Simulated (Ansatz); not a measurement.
CdGeAs2: band structure with r2SCAN

**Experimental background.**

From a printed reference work, data compilation, original work of 1975, for a bulk crystal of CdGeAs2 at 300 K: band gap 0.57 eV (direct).

Crystal: CdGeAs2.

```
Cd As Ge
1.0
    -2.98887    2.98887    5.66430
     2.98887   -2.98887    5.66430
     2.98887    2.98887   -5.66430
Cd As Ge
2 4 2
Direct
  0.50000 0.50000 0.00000
  0.25000 0.75000 0.50000
  0.09622 0.12500 0.47122
  0.37500 0.90378 0.02878
  0.65378 0.62500 0.52878
  0.87500 0.34622 0.97122
  0.75000 0.25000 0.50000
  0.00000 0.00000 0.00000
```

The cell is a database's computed one.

| Item | Value |
| --- | --- |
| Program | Ansatz 0.2.0 |
| Task | band structure |
| Functional | r2SCAN |
| Potentials or basis | Ansatz PAW |
| Cutoff | 500 eV (not typed: the program's choice for these potentials) |
| k mesh | 6 × 6 × 6 |
| Occupations | fermi-dirac, width 0.05 eV |
| Spin | no spin polarisation |
| Path | [["G", "X", "Y", "S", "G", "Z", "S1", "N", "P", "Y1", "Z"], ["X", "P"]] |
| Points for each segment of the path | 10 |

| Quantity | Value |
| --- | --- |
| Pressure | -0.1 GPa |
| Largest force | 0.009 eV/Å |
| Band gap on the k mesh | 0.10 eV, direct |
| Band gap along the path | 0.10 eV, direct |

Forces in eV/Å, atoms in the order of the input:
```
Cd   0.000  0.000  0.000
Cd   0.000  0.000  0.000
As   0.000  0.009  0.000
As  -0.009  0.000  0.000
As   0.000 -0.009  0.000
As   0.009  0.000  0.000
Ge   0.000  0.000  0.000
Ge   0.000  0.000  0.000
```

Stress tensor (GPa, compression positive):
```
-0.04  0.00  0.00
 0.00 -0.04  0.00
 0.00  0.00 -0.16
```

Levels at the corners of the path, in eV from the valence-band top:
```
point  band 62  band 63  band 64  band 65  band 66  band 67
    Γ    -0.22    -0.22     0.00     0.10     1.53     1.95
    X    -1.18    -0.67    -0.67     0.90     0.90     2.73
    Y    -1.27    -0.97    -0.97     1.28     1.28     3.17
    S    -1.86    -1.10    -0.58     1.58     2.19     2.34
    Γ    -0.22    -0.22     0.00     0.10     1.53     1.95
    Z    -1.98    -1.09    -1.09     1.58     1.58     1.85
   S1    -1.86    -1.10    -0.58     1.58     2.19     2.34
    N    -1.63    -1.34    -0.74     1.96     2.22     2.88
    P    -1.11    -1.05    -1.05     1.56     1.56     2.32
   Y1    -1.27    -0.97    -0.97     1.28     1.28     3.17
    Z    -1.98    -1.09    -1.09     1.58     1.58     1.85
    X    -1.18    -0.67    -0.67     0.90     0.90     2.73
    P    -1.11    -1.05    -1.05     1.56     1.56     2.32
```

Wall time 66 s on 4 threads of Arm Neoverse V2, with other jobs on the host, peak memory 2.2 GiB.

Against the measured gap of CdGeAs2, 0.57 eV (direct; 300 K; a printed reference work, data compilation, original work of 1975), the calculated 0.10 eV is off by -0.47 eV. Spin-orbit coupling on As, Cd, Ge is left out. The value is that of r2SCAN, without temperature or zero-point motion. The cell is a database's relaxed one, not the measured one, which moves gaps too.

Caveat: the PAW data sets come from PBE, with cores solved anew for the run's functional, which leaves a small shift of forces and pressure.
